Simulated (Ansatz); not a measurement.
# A convergence test on KCl (Sylvite): k mesh of the density

How far can the k mesh of the density be lowered for the gap of KCl (Sylvite)?

Method: DFT, PBE, plane waves, PAW, in Ansatz 0.2.0.

### Step 1. Set-up

The structure is cubic, space group Fm-3m (No. 225). The conventional cell has a = 6.293 Å, b = 6.293 Å, c = 6.293 Å, α = 90.00°, β = 90.00°, γ = 90.00°. Nearest to K lie 6 Cl at 3.15 Å. Cl has 6 K at 3.15 Å nearest. Farther neighbours and most contacts between anions are not listed.

The cell and positions come from the Crystallography Open Database and are kept as given unless a step says otherwise. The default PAW set here is soft_2. Its files were made with PBE.

### Step 2. k mesh of the density: 2×2×2

Contents of input.yaml:

```yaml
crystal:
  lattice:
    - [0.0, 3.14647, 3.14647]
    - [3.14647, 0.0, 3.14647]
    - [3.14647, 3.14647, 0.0]
  atoms:
    - { symbol: K, position: [0.0, 0.0, 0.0] }
    - { symbol: Cl, position: [0.5, 0.5, 0.5] }
kpoints:
  mp_grid: { grid: [2, 2, 2] }
  band_path:
    path:
      - [0.0, 0.0, 0.0]
      - [0.5, 0.0, 0.5]
      - [0.625, 0.25, 0.625]
      - [0.375, 0.375, 0.75]
      - [0.5, 0.5, 0.5]
      - [0.5, 0.25, 0.75]
    npoints: 1
hamiltonian:
  xc: pbe
scf:
  occupations: { method: fixed }
  n_extra_bands: 4
output:
  eigenvalues: true
```

Command:

```bash
ansatz run input.yaml --threads 3 --pin off --max-ram 92160MiB --backend cuda --events-out ev --progress --plain --runs-dir out --devices 1 --max-vram 13GiB
```

Numbers of over 12 decimals in the logs are rounded to 6 here.

Log:

```text
scf.n_extra_bands = 4 over 8 filled bands (N_el = 16.0): the run solves 12 bands
GPUs: using 1 of 1 available (devices: 1).
Engine: ansatz 0.2.0, x86_64-unknown-linux-gnu
Pseudopotentials: kind: paw
Pseudopotential: K, paw, valence charge 9, recommended cutoff 420 eV (normal), K.paw.azcp
Pseudopotential: Cl, paw, valence charge 7, recommended cutoff 420 eV (normal), Cl.paw.azcp
Functional definition: PBE
  parameter kappa = 0.804
  parameter beta = 0.066725
  exchange = pbe_x(kappa = kappa, mu = beta*pi^2/3)
  correlation = pbe_c(beta = beta)
device memory: the entry about to start is reckoned to put 1.4 GiB on a device that reports 46.4 GiB free (of which the cap on the GPU budget leaves the run 13.0 GiB)
GPU FFT provider: cuFFT
GPU libraries: cuBLAS 13.8.2, cuFFT 12.4.0, cuSOLVER 12.3.4
Crystal: 2 atoms, lattice volume = 62.302 Å³
Basis set: ecut = 420 eV, 1243 PW (Γ)
Bands: 12, of which v1, the nominal top of the filled ones, is band 8 counted from 1 (7 counted from 0)
Symmetry: 48 space group operations
Space group: Fm-3m (ITA 225), of the structure as read, at distance tolerance 4.0e-5 Å
k-points: 3 of 8
Non-local potential: K, projectors of the file, l = 0: 3, l = 1: 2, l = 2: 2
Non-local potential: Cl, projectors of the file, l = 0: 2, l = 1: 2, l = 2: 2
PAW form: soft (Blöchl's): semilocal exchange-correlation on the pseudo side does not see the compensation charge
PAW one-centre angular grid: K, 110 points (default); XC on 64 Gauss nodes
PAW one-centre angular grid: Cl, 110 points (default); XC on 64 Gauss nodes
Initial density: superposition of atomic densities (neutral atoms: chi_scale 0, normalization atom), corrected by the library's trained network
Initial wavefunctions: pseudopotential atomic-orbital guess
GPU buffer pool allocated for 27000 grid points (all kernels)
GPU transforms: local potential and band sums: pruned to the plane-wave sphere, on 30×30×30
Functional: x = pbe(κ = 0.804, μ = 0.219515), c = pbe(β = 0.066725)
SCF iter   1: F=—  HF=-2621.149752 eV  |F-HF|=—  |Δ(HF+E_count)|=         —  Δρ=1.49e-3  dr2=2.78e-3  ethr=1.77e-3  ⟨swp⟩=4.0  Hψ=191  notcnv=0  defer=2
preconditioner: auto → none  [insulator: Δε(μ)=5.182 eV  Ē_g=15.364 eV  n_scr=14 (ndim 8)  ℏωp=17.6 eV  f_vac=0.081  ε∞_Penn≈2.3]
SCF iter   2: F=—  HF=-2621.148872 eV  |F-HF|=—  |Δ(HF+E_count)|=   8.80e-4  Δρ=6.70e-4  dr2=2.47e-4  ethr=1.74e-5  ⟨swp⟩=3.0  Hψ=93  notcnv=0  defer=4
SCF iter   3: F=—  HF=-2621.148850 eV  |F-HF|=—  |Δ(HF+E_count)|=   2.13e-5  Δρ=2.27e-4  dr2=2.81e-5  ethr=1.55e-6  ⟨swp⟩=2.0  Hψ=48  notcnv=0  defer=4
SCF iter   4: F=—  HF=-2621.148862 eV  |F-HF|=—  |Δ(HF+E_count)|=   1.17e-5  Δρ=4.95e-5  dr2=1.93e-6  ethr=1.76e-7  ⟨swp⟩=2.3  Hψ=65  notcnv=0  defer=4
iter 5 did not close the SCF: its close was put off for the readings that it lacked (scf_convergence_deferred on its scf_iter line)
SCF iter   5: F=-2621.148862 eV  HF=-2621.148862 eV  |F-HF|=4.27e-9  |Δ(HF+E_count)|=   5.55e-7  Δρ=6.83e-6  dr2=2.39e-8  ethr=1.21e-8  ⟨swp⟩=2.3  Hψ=49  notcnv=0  defer=4
SCF iter   6: F=-2621.148862 eV  HF=-2621.148862 eV  |F-HF|=6.48e-10  |Δ(HF+E_count)|=   6.77e-9  Δρ=1.36e-6  dr2=6.82e-10  ethr=1.50e-10  ⟨swp⟩=3.0  Hψ=149  notcnv=0
SCF 1 converged in 6 iterations: F = -2621.148862 eV  dr2 = 6.82e-10
[...]
device memory: the entry about to start is reckoned to put 0.8 GiB on a device that reports 54.8 GiB free (of which the cap on the GPU budget leaves the run 13.0 GiB)
NSCF: frozen V_eff on 6 k-points
SCF converged after 6 iterations
Free energy (F): -2621.148862 eV
Harris-Foulkes:  -2621.148862 eV  (|F-HF|=6.48e-10)
Internal energy: -2621.148862 eV  (E = F + TS)
E sigma→0 (E₀):  -2621.148862 eV
Fermi energy:    0.919444 eV
--- Per-component energies (eV) ---
  E_band       = -131.094482
  E_kinetic    = 416.707702
  E_local      = -835.817748  (includes V_loc(G=0)·N_el)
  E_nonlocal   = 41.035798
  E_hartree    = 280.538522
  E_xc         = -243.383386
  E_vxc        = -288.300090  (∫ρ·V_xc dr)
  E_paw        = -1441.209190  (= ΣΔE_a)
  E_vpaw       = -25.797405  (= ΣTr[D̂ρ^β])
  E_aug_tail   = 0.000085  (compensation charges beyond the density's cutoff)
  E_ewald      = -839.020646
  E_smearing   = -0.000000  (= −TS)
  E_closure    = -0.000000  (closes the sum)
  Σ components = -2621.148862   (vs F -2621.148862, Δ=0.00e0)
--- Band table (eV) ---
  k-point 0: bands = [... 4 lower, -9.8186, 0.9194, 0.9194, 0.9194, 6.0742, 9.2274, 9.2274, 9.2274]
  k-point 1: bands = [... 4 lower, -9.5614, -0.1427, 0.5910, 0.5910, 8.4684, 9.4907, 11.3517, 11.3517]
  k-point 2: bands = [... 4 lower, -9.8739, 0.2563, 0.6939, 0.6939, 7.4025, 9.2086, 10.9719, 11.0354]
```

Run time: 1.8 s. Hardware: 1 × NVIDIA H100 80GB HBM3 (shared by 6 runs) with 3 threads of AMD EPYC 7R13 (Zen 3), shared host; peak memory 0.86 GiB; 2.2 s of CPU time.

Numbers from this step:

| Quantity | Value |
| --- | --- |
| gap | 5.155 eV |
| valence top at | Γ |
| conduction bottom at | Γ |
| least direct gap | 5.155 eV |

The gap is direct, at Γ.

### Step 3. k mesh of the density: 4×4×4

input.yaml: that of step 2 with these lines changed.

```diff
@@ -9,3 +9,3 @@
 kpoints:
-  mp_grid: { grid: [2, 2, 2] }
+  mp_grid: { grid: [4, 4, 4] }
   band_path:
@@ -26 +26,5 @@
   eigenvalues: true
+  write_density: true
+  write_potential: true
+  elf: true
+  volumetric_format: npy
```

Log:

```text
[...]
GPUs: using 1 of 1 available (devices: 1).
[...]
GPU FFT provider: cuFFT
GPU libraries: cuBLAS 13.8.2, cuFFT 12.4.0, cuSOLVER 12.3.4
Crystal: 2 atoms, lattice volume = 62.302 Å³
Basis set: ecut = 420 eV, 1243 PW (Γ)
Bands: 12, of which v1, the nominal top of the filled ones, is band 8 counted from 1 (7 counted from 0)
[... 1 set-up line as in the run before ...]
[...]
k-points: 8 of 64
[...]
E sigma→0 (E₀):  -2621.219872 eV
Fermi energy:    0.853737 eV
[...]
--- Band table (eV; the first three rows and the last of 8) ---
  k-point 0: bands = [... 4 lower, -9.7997, 0.8537, 0.8537, 0.8537, 6.0426, 9.2168, 9.2168, 9.2168]
  k-point 1: bands = [... 4 lower, -9.6738, 0.2678, 0.6854, 0.6854, 7.2989, 9.0094, 9.9621, 9.9621]
  k-point 2: bands = [... 4 lower, -9.5596, -0.1988, 0.5285, 0.5285, 8.4347, 9.4560, 11.3516, 11.3516]
  k-point 7: bands = [... 4 lower, -9.7107, 0.3673, 0.3817, 0.3817, 8.8818, 8.8818, 10.2917, 10.7063]
[key lines of the parts left out:]
SCF converged after 6 iterations
Free energy (F): -2621.219872 eV
```

Elapsed: 6.3 s, on 1 × NVIDIA H100 80GB HBM3 (shared by 6 runs) with 3 threads; peak memory 0.86 GiB.

This step gave:

```
gap                  : 5.189 eV
valence top at       : Γ
conduction bottom at : Γ
least direct gap     : 5.189 eV
```

The gap is 5.189 eV, +0.034 eV from the run before at this level.

### Step 4. k mesh of the density: 6×6×6 (the default)

input.yaml, the sections that differ from step 3:

```yaml
kpoints:
  mp_grid: { grid: [6, 6, 6] }
  band_path:
    path:
      - [[0.0, 0.0, 0.0], [0.5, 0.0, 0.5], [0.625, 0.25, 0.625]]
      - [[0.375, 0.375, 0.75], [0.0, 0.0, 0.0], [0.5, 0.5, 0.5], [0.5, 0.25, 0.75], [0.5, 0.0, 0.5]]
    npoints: 10
scf:
  occupations: { method: fermi_dirac, width: 0.02 }
  n_extra_bands: 4
# crystal, hamiltonian, output: as in step 3
```

Log:

```text
[...]
GPUs: using 1 of 1 available (devices: 1).
[...]
GPU FFT provider: cuFFT
GPU libraries: cuBLAS 13.8.2, cuFFT 12.4.0, cuSOLVER 12.3.4
Crystal: 2 atoms, lattice volume = 62.302 Å³
Basis set: ecut = 420 eV, 1243 PW (Γ)
Bands: 12, of which v1, the nominal top of the filled ones, is band 8 counted from 1 (7 counted from 0)
[... 1 set-up line as in the run before ...]
[...]
k-points: 16 of 216
[...]
E sigma→0 (E₀):  -2621.220070 eV
Fermi energy:    3.460736 eV
[...]
--- Band table (eV; the first three rows and the last of 16) ---
  k-point 0: bands = [... 4 lower, -9.7996, 0.8534, 0.8534, 0.8534, 6.0425, 9.2167, 9.2167, 9.2167]
  k-point 1: bands = [... 4 lower, -9.7349, 0.5399, 0.7677, 0.7677, 6.6771, 9.0484, 9.5582, 9.5582]
  k-point 2: bands = [... 4 lower, -9.6155, 0.0236, 0.6053, 0.6053, 7.9022, 9.1160, 10.4836, 10.4836]
  k-point 15: bands = [... 4 lower, -9.7453, 0.2829, 0.4309, 0.4959, 8.1014, 9.7692, 9.9173, 10.9948]
[key lines of the parts left out:]
SCF converged after 6 iterations
Free energy (F): -2621.220070 eV
```

It took 4.2 s on 1 × NVIDIA H100 80GB HBM3 (shared by 6 runs) with 3 threads; peak memory 0.9 GiB.

This step gave:

- gap: 5.189 eV
- valence top at: Γ
- conduction bottom at: Γ
- least direct gap: 5.189 eV

The gap is 5.189 eV, as in the run before at this level.

### Step 5. k mesh of the density: 10×10×10

input.yaml, the sections that differ from step 4:

```yaml
kpoints:
  mp_grid: { grid: [10, 10, 10] }
  band_path:
    path:
      - [0.0, 0.0, 0.0]
      - [0.5, 0.0, 0.5]
      - [0.625, 0.25, 0.625]
      - [0.375, 0.375, 0.75]
      - [0.5, 0.5, 0.5]
      - [0.5, 0.25, 0.75]
    npoints: 1
scf:
  occupations: { method: fixed }
  n_extra_bands: 4
output:
  eigenvalues: true
# crystal, hamiltonian: as in step 4
```

Log:

```text
[...]
GPUs: using 1 of 1 available (devices: 1).
[...]
GPU FFT provider: cuFFT
GPU libraries: cuBLAS 13.8.2, cuFFT 12.4.0, cuSOLVER 12.3.4
Crystal: 2 atoms, lattice volume = 62.302 Å³
Basis set: ecut = 420 eV, 1243 PW (Γ)
Bands: 12, of which v1, the nominal top of the filled ones, is band 8 counted from 1 (7 counted from 0)
[... 1 set-up line as in the run before ...]
[...]
k-points: 47 of 1000
[...]
E sigma→0 (E₀):  -2621.220071 eV
Fermi energy:    0.853383 eV
[...]
--- Band table (eV; the first three rows and the last of 47) ---
  k-point 0: bands = [... 4 lower, -9.7995, 0.8534, 0.8534, 0.8534, 6.0425, 9.2167, 9.2167, 9.2167]
  k-point 1: bands = [... 4 lower, -9.7744, 0.7276, 0.8202, 0.8202, 6.2874, 9.1355, 9.3416, 9.3416]
  k-point 2: bands = [... 4 lower, -9.7111, 0.4318, 0.7357, 0.7357, 6.9155, 9.0187, 9.7031, 9.7031]
  k-point 46: bands = [... 4 lower, -9.7237, 0.3189, 0.3913, 0.4500, 8.3906, 9.4125, 10.1183, 10.8479]
[key lines of the parts left out:]
SCF converged after 6 iterations
Free energy (F): -2621.220071 eV
```

Run time: 2.2 s. Hardware: 1 × NVIDIA H100 80GB HBM3 (shared by 6 runs) with 3 threads; peak memory 0.86 GiB.

Numbers from this step:

* gap: 5.189 eV
* valence top at: Γ
* conduction bottom at: Γ
* least direct gap: 5.189 eV

The gap is 5.189 eV, as in the run before at this level.

### Step 6. The series

Differences are against the last row; a negative gap means that bands overlap, and a run with a band path holds that path's time. Times are wall times on 1 × NVIDIA H100 80GB HBM3 (shared by 6 runs) with 3 threads of AMD EPYC 7R13 (Zen 3), shared host, good to a factor of about two.

```
k mesh of the density  gap (eV)  direct gap (eV)  gap error (eV)  energy error (meV/atom)  irreducible k   time
                2×2×2     5.155            5.155          −0.034                    +35.6              3  1.8 s
                4×4×4     5.189            5.189         −0.0002                     +0.1              8  6.3 s
                6×6×6     5.189            5.189          +0.000                     +0.0             16  4.2 s
             10×10×10     5.189            5.189          +0.000                     +0.0             47  2.2 s
```

### Step 7. Results

- 2×2×2: 5.155 eV
- 4×4×4: 5.189 eV
- 6×6×6: 5.189 eV
- 10×10×10: 5.189 eV

**Reading.** The gap holds to 0.02 eV from 4×4×4 on. At 2×2×2 the gap is off by −0.034 eV and the energy by +36 meV/atom. The gap is read over the mesh and added points near the edges, so meshes differ mainly through the density and, for a hybrid, the exchange operator.

[Paths, hosts, dates, memory and timing lines, banners, echoed tables and standing remarks are left out of the program output.]

[Logs are printed without paths, hosts, clocks, repeated set-up lines and the standing remarks that a program may print on its own settings, such as how far it seeks lower states.]

[Runs of the session that timed out or met a known fault of the program may be left out.]

[Cells called generated may have been cut or substituted from an entry of the Crystallography Open Database or the Materials Project.]

[Hosts, paths, dates, database ids (printed as entryN), source tags and the programs' standing remarks are cut or masked in the printed files.]
